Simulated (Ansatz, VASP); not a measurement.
Two plane-wave programs on LiF

```xyz
2
Lattice="0.0000 2.0140 2.0644 2.0140 0.0000 2.0644 2.0140 2.0140 0.0000" Properties=species:S:1:pos:R:3 pbc="T T T"
Li    0.0000    0.0000    0.0000
F     2.0140    2.0140    2.0644
```

Change from the starting cell: strain +0.000 along x and y, +0.025 along z, atoms carried along.

Alike in both runs: task single point; functional PBE; k mesh 10 × 10 × 10; occupations gaussian, width 0.05 eV; no spin polarisation.

|  | VASP | Ansatz |
| --- | --- | --- |
| version | VASP 6.6.1 | Ansatz 0.2.0 |
| potentials or method | VASP PAW PBE potentials, release 64 (Li_sv, F) | scalar-relativistic, plane waves, PAW |
| plane-wave cutoff (eV) | 520 | 420 |
| valence electrons in the cell | 10 | 10 |

```tsv
	VASP	Ansatz	Ansatz less VASP
gap on the k mesh at the Fermi level (eV)	8.83	8.84	+0.002
least direct gap on the mesh (eV)	8.83	8.84	+0.002
```

 A k mesh can miss the band edges.
